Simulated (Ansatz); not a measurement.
# Pt (Fm-3m) in Ansatz: convergence with scf convergence dr2 threshold

Aim: find how far scf convergence dr2 threshold must go before the results for Pt settle, at r2SCAN. This setting moves, with any that are tied to it; all else stays.

Program: Ansatz 0.2.0. These are calculated values, not measurements. Logs are shortened: lines on timing, memory, paths and dates and some standing lists are left out, and cuts for length are marked.

**1. The structure**

Symmetry: Fm-3m, No. 225, cubic system. Conventional cell: a = 3.922 Å, b = 3.922 Å, c = 3.922 Å, α = 90.00°, β = 90.00°, γ = 90.00°. Pt (site symmetry m-3m) has 12 Pt at 2.77 Å as nearest neighbours.

**2. With scf convergence dr2 threshold 0.01**

input.yaml reads:

```yaml
crystal:
  lattice:
    - [0.0, 1.9609, 1.9609]
    - [1.9609, 0.0, 1.9609]
    - [1.9609, 1.9609, 0.0]
  atoms:
    - { symbol: Pt, position: [0.0, 0.0, 0.0] }
hamiltonian:
  xc: r2scan
  pseudopotentials: { kind: nc, accuracy: standard }
kpoints:
  mp_grid: { grid: [10, 10, 10] }
scf:
  occupations: { method: fermi_dirac, width: 0.05 }
  convergence: { dr2_threshold: 0.01 }
output:
  forces: true
  stress: true
  eigenvalues: true
```

Potentials or basis: PseudoDojo standard (PBE files).

Started as:

```bash
ansatz run input.yaml --threads 2 --pin off --max-ram 5632MiB --backend cpu --events-out ev --progress --plain --runs-dir out
```

What it wrote:

```text
Warning: hamiltonian.xc reads the kinetic-energy density τ on the library's norm-conserving files, and those of Pt were made for PBE. This build holds files of Pt that were made for r²SCAN, which a deck under this functional can read where it names no table (hamiltonian.pseudopotentials.accuracy or source), types no xc_functional and has no exact exchange, max_exx_coeff or level of output.embedding that keeps them out. To compare such runs, type hamiltonian.pseudopotentials: {kind: paw, frozen_core: stored} on both or, where PAW refuses one, {kind: nc, accuracy: standard}
Warning: scf.convergence.dr2_threshold = 1e-2 eV is looser than this run's default, which is 1e-7 eV or tighter. The error in the forces grows as the threshold's square root, so leave the key out unless less accurate forces are enough
Warning: output.stress: scf.convergence.dr2_threshold = 1e-2 eV is looser than the 1e-10 eV advised for a printed stress (1e-10 eV for each atom of the cell: 1). What an SCF threshold leaves in a stress goes as its square root, and in the free energy as the threshold itself, and one threshold admits the most on a small cell: of the crystals measured, under no hybrid functional and no lock of the moments, on runs that ended without the residual-converged pass, on stresses that held no estimate of that error, the worst erred by over 100 MPa in a component at 1e-7 eV an atom and by under 5 at 1e-10. Set scf.convergence.dr2_threshold to 1e-10 eV or tighter. The threshold is an SCF's pass mark: one that does not reach it within its budget of iterations ends unconverged, or closes short of it on a stop that the run arms, and scf.convergence.dr2_threshold's page says what that costs each kind of run
Warning: RAYON_NUM_THREADS=2 ignored (pool sized by the plan → 2); use --threads N
Engine: ansatz 0.2.0, aarch64-unknown-linux-gnu
Pseudopotentials: kind: nc
Pseudopotential: Pt, nc, valence charge 18, recommended cutoff 1142.878222 eV (normal), Pt.nc.azcp (PseudoDojo's, or run here from an input of PseudoDojo's; its table is named by hamiltonian.pseudopotentials.accuracy)
Functional definition: r2SCAN
  parameter k0 = 0.174
  parameter k1 = 0.065
  parameter a1 = 4.9479
  exchange = r2scan_x(k0 = k0, k1 = k1, a1 = a1)
  correlation = r2scan_c
Crystal: 1 atoms, lattice volume = 15.080 Å³
Basis set: ecut = 1142.878222 eV, 1363 PW (Γ), exchange–correlation on 128×128×128 points (64 copies of the dense FFT grid, shifted against one another)
Bands: 13, of which v1, the nominal top of the filled ones, is band 9 counted from 1 (8 counted from 0)
Symmetry: 48 space group operations
Space group: Fm-3m (ITA 225), of the structure as read, at distance tolerance 2.5e-5 Å
k-points: 47 of 1000
Non-local potential: Pt, projectors of the file, l = 0: 2, l = 1: 2, l = 2: 2, l = 3: 2
Initial density: superposition of atomic densities (chi_scale 0.1, normalization cell)
Initial wavefunctions: pseudopotential atomic-orbital guess
Functional: x = r2scan, c = r2scan; τ floored in thin density (d = 2e-4 eV/Å³)
iter 1 solved again at ethr=2.06e-3 eV; its pass at ethr=3.10e-3 eV (dr2=3.71e-1 eV) is discarded
SCF iter   1: F=—  HF=-3600.885421 eV  |F-HF|=—  |Δ(HF+E_count)|=         —  Δρ=6.47e-2  dr2=3.70e-1  dr2_τ=5.35e-2  ethr=2.06e-3  ⟨swp⟩=1.0  Hψ=4583  notcnv=0
preconditioner: auto → none  [metal: Δε(μ)=0.060 eV  Ē_g=14.647 eV  σ=0.050 eV  W_gap=0.29  n_scr=8 (ndim 8)  ℏωp=30.2 eV  f_vac=0.000  D(μ)=1.21/eV (n_scr^D=14)  sad-step TF]
SCF iter   2: F=—  HF=-3600.822347 eV  |F-HF|=—  |Δ(HF+E_count)|=   6.31e-2  Δρ=3.45e-2  dr2=9.85e-2  dr2_τ=3.60e-2  ethr=2.05e-3  ⟨swp⟩=2.0  Hψ=779  notcnv=0
SCF iter   3: F=—  HF=-3600.833367 eV  |F-HF|=—  |Δ(HF+E_count)|=   1.10e-2  Δρ=6.70e-3  dr2=6.66e-3  dr2_τ=3.76e-3  ethr=5.47e-4  ⟨swp⟩=2.9  Hψ=1107  notcnv=0
SCF iter   4: F=-3600.832976 eV  HF=-3600.832863 eV  |F-HF|=1.13e-4  |Δ(HF+E_count)|=   5.04e-4  Δρ=1.50e-3  dr2=9.85e-5  dr2_τ=1.77e-4  ethr=3.70e-5  ⟨swp⟩=8.2  Hψ=3515  notcnv=0
SCF 1 converged in 4 iterations: F = -3600.832976 eV  dr2 = 9.85e-5
SCF converged after 4 iterations
Free energy (F): -3600.832976 eV
Harris-Foulkes:  -3600.832863 eV  (|F-HF|=1.13e-4)
Internal energy: -3600.821507 eV  (E = F + TS)
E sigma→0 (E₀):  -3600.827241 eV
Entropy (-TS):   -0.011469 eV (-11.469 meV/atom)
Fermi energy:    23.188972 eV
--- Per-component energies (eV) ---
  E_band       = -147.870291
  E_kinetic    = 1023.451735
  E_local      = -1947.668746  (includes V_loc(G=0)·N_el)
  E_nonlocal   = 221.082319
  E_hartree    = 525.891737
  E_xc         = -696.437207
  E_vxc        = -525.898988  (∫ρ·V_xc dr)
  E_vtau       = 29.512576  (kinetic-family band-sum trace: ∫τ·v_τ [+ j·A + Jᵃ·Aᵃ] dr)
  E_ewald      = -2727.141345
  E_smearing   = -0.011469  (= −TS)
  E_closure    = -0.000000  (closes the sum)
  Σ components = -3600.832976   (vs F -3600.832976, Δ=0.00e0)
--- Forces (eV/Å), atoms counted from 1 ---
  atom   1  Pt    -0.00000000    -0.00000000     0.00000000
  max |Σ_I F_I| component: 9.24e-33 eV/Å
--- Stress (GPa, compression-positive) ---
        1.830912      -0.000000      -0.000000
        0.000000       1.830912       0.000000
        0.000000       0.000000       1.830912
  P = ⅓ Tr σ = 1.8309 GPa (18.309 kbar)
--- Band table (eV; the first three rows and the last of 47) ---
  k-point 0: bands = ["-77.9549", "-30.8734", "-30.8734", "-30.8734", "12.6604", "19.2811", "19.2811", "19.2811", "21.4571", "21.4571", "38.6331", "43.7471", "43.7471"]
  k-point 1: bands = ["-77.9514", "-30.9224", "-30.8804", "-30.8804", "13.0754", "19.1113", "19.4362", "19.4362", "21.3802", "21.3802", "39.2405", "41.9805", "44.3654"]
  k-point 2: bands = ["-77.9424", "-31.0497", "-30.8988", "-30.8988", "14.1675", "18.8646", "19.6699", "19.6699", "21.4214", "21.4214", "38.9255", "40.3757", "46.0017"]
  k-point 46: bands = ["-77.9067", "-31.2512", "-31.1627", "-31.0660", "17.1968", "17.7459", "19.4134", "21.3572", "23.6938", "30.4945", "30.6808", "33.0737", "35.8521"]
```

It took 2.4 s on 2 threads of Arm Neoverse V1, shared host; peak memory 0.37 GiB.

What came out:

```yaml
Free_energy: -3600.8330 eV
Pressure: 1.8 GPa
Band_gap_on_the_k_mesh: none (metal or under the smearing width)
```

**3. With scf convergence dr2 threshold 0.001**

Changes to input.yaml since step 2:

```diff
@@ -14,3 +14,3 @@
   occupations: { method: fermi_dirac, width: 0.05 }
-  convergence: { dr2_threshold: 0.01 }
+  convergence: { dr2_threshold: 0.001 }
 output:
```

Potentials or basis: PseudoDojo standard (PBE files).

Started as:

```bash
ansatz run input.yaml --threads 2 --pin off --max-ram 5632MiB --backend cpu --events-out ev --progress --plain --runs-dir out
```

Run time: 2.4 s. Hardware: 2 threads of Arm Neoverse V1, shared host; peak memory 0.37 GiB.

What came out:

* Free energy: -3600.8330 eV
* Pressure: 1.8 GPa
* Band gap on the k mesh: none (metal or under the smearing width)

**4. With scf convergence dr2 threshold 0.0001**

Changes to input.yaml since step 3:

```diff
@@ -14,3 +14,3 @@
   occupations: { method: fermi_dirac, width: 0.05 }
-  convergence: { dr2_threshold: 0.001 }
+  convergence: { dr2_threshold: 0.0001 }
 output:
```

Started as:

```bash
ansatz run input.yaml --threads 2 --pin off --max-ram 5632MiB --backend cpu --events-out ev --progress --plain --runs-dir out
```

Wall time 2.4 s (2 threads of Arm Neoverse V1, shared host); peak memory 0.38 GiB.

Results:

```
Free energy            : -3600.8330 eV
Pressure               : 1.9 GPa
Band gap on the k mesh : none (metal or under the smearing width)
```

**5. With scf convergence dr2 threshold 1e-05**

Changes to input.yaml since step 4:

```diff
@@ -14,3 +14,3 @@
   occupations: { method: fermi_dirac, width: 0.05 }
-  convergence: { dr2_threshold: 0.0001 }
+  convergence: { dr2_threshold: 1.0e-05 }
 output:
```

Started as:

```bash
ansatz run input.yaml --threads 2 --pin off --max-ram 5632MiB --backend cpu --events-out ev --progress --plain --runs-dir out
```

Wall time 2.4 s (2 threads of Arm Neoverse V1, shared host); peak memory 0.38 GiB.

What came out:

- Free energy: -3600.8330 eV
- Pressure: 1.9 GPa
- Band gap on the k mesh: none (metal or under the smearing width)

**6. With scf convergence dr2 threshold 1e-06**

Changes to input.yaml since step 5:

```diff
@@ -14,3 +14,3 @@
   occupations: { method: fermi_dirac, width: 0.05 }
-  convergence: { dr2_threshold: 1.0e-05 }
+  convergence: { dr2_threshold: 1.0e-06 }
 output:
```

Potentials or basis: PseudoDojo standard (PBE files).

Started as:

```bash
ansatz run input.yaml --threads 2 --pin off --max-ram 5632MiB --backend cpu --events-out ev --progress --plain --runs-dir out
```

Run time: 3 s. Hardware: 2 threads of Arm Neoverse V1, shared host; peak memory 0.38 GiB.

It converged, with:

```yaml
Free_energy: -3600.8330 eV
Pressure: 1.9 GPa
Band_gap_on_the_k_mesh: none (metal or under the smearing width)
```

**7. With scf convergence dr2 threshold 1e-07**

Changes to input.yaml since step 6:

```diff
@@ -14,3 +14,3 @@
   occupations: { method: fermi_dirac, width: 0.05 }
-  convergence: { dr2_threshold: 1.0e-06 }
+  convergence: { dr2_threshold: 1.0e-07 }
 output:
```

Started as:

```bash
ansatz run input.yaml --threads 2 --pin off --max-ram 5632MiB --backend cpu --events-out ev --progress --plain --runs-dir out
```

Run time: 2.7 s. Hardware: 2 threads of Arm Neoverse V1, shared host; peak memory 0.37 GiB.

It converged, with:

| Quantity | Value |
| --- | --- |
| Free energy | -3600.8330 eV |
| Pressure | 1.9 GPa |
| Band gap on the k mesh | none (metal or under the smearing width) |

**8. With scf convergence dr2 threshold 1e-09**

Changes to input.yaml since step 7:

```diff
@@ -14,3 +14,3 @@
   occupations: { method: fermi_dirac, width: 0.05 }
-  convergence: { dr2_threshold: 1.0e-07 }
+  convergence: { dr2_threshold: 1.0e-09 }
 output:
```

Started as:

```bash
ansatz run input.yaml --threads 2 --pin off --max-ram 5632MiB --backend cpu --events-out ev --progress --plain --runs-dir out
```

Run time: 2.5 s. Hardware: 2 threads of Arm Neoverse V1, shared host; peak memory 0.38 GiB.

Results (log left out):

```
Free energy            : -3600.8330 eV
Pressure               : 1.9 GPa
Band gap on the k mesh : none (metal or under the smearing width)
```

**9. With scf convergence dr2 threshold 1e-11**

Changes to input.yaml since step 8:

```diff
@@ -14,3 +14,3 @@
   occupations: { method: fermi_dirac, width: 0.05 }
-  convergence: { dr2_threshold: 1.0e-09 }
+  convergence: { dr2_threshold: 1.0e-11 }
 output:
```

Potentials or basis: PseudoDojo standard (PBE files).

Started as:

```bash
ansatz run input.yaml --threads 2 --pin off --max-ram 5632MiB --backend cpu --events-out ev --progress --plain --runs-dir out
```

Wall time 2.7 s (2 threads of Arm Neoverse V1, shared host); peak memory 0.38 GiB.

It converged, with:

* Free energy: -3600.8330 eV
* Pressure: 1.9 GPa
* Band gap on the k mesh: none (metal or under the smearing width)

**10. Summary**

| scf convergence dr2 threshold | energy less the tightest run, at zero smearing (meV/atom) | pressure (GPa) | SCF cycles | CPU time (s) | peak memory (GiB) |
| --- | --- | --- | --- | --- | --- |
| 0.01 | 0.04 | 1.83 | 4 | 4.6 | 0.37 |
| 0.001 | 0.04 | 1.83 | 4 | 4.7 | 0.37 |
| 0.0001 | 0.00 | 1.87 | 6 | 4.6 | 0.38 |
| 1e-05 | 0.00 | 1.87 | 6 | 4.6 | 0.38 |
| 1e-06 | 0.00 | 1.87 | 6 | 5.4 | 0.38 |
| 1e-07 | 0.00 | 1.87 | 7 | 5.2 | 0.37 |
| 1e-09 | 0.00 | 1.87 | 8 | 4.8 | 0.38 |
| 1e-11 | 0.00 | 1.87 | 9 | 5.2 | 0.38 |

Against the tightest run, the energy stays within 1 meV/atom from 0.01 on; the pressure stays within 0.1 GPa from 0.01 on. The tightest run that finished is the yardstick and may itself not be fully converged.

Caveats: the meta-GGA runs on potentials made for a GGA; the potentials were made for another functional, which shifts forces and pressure.
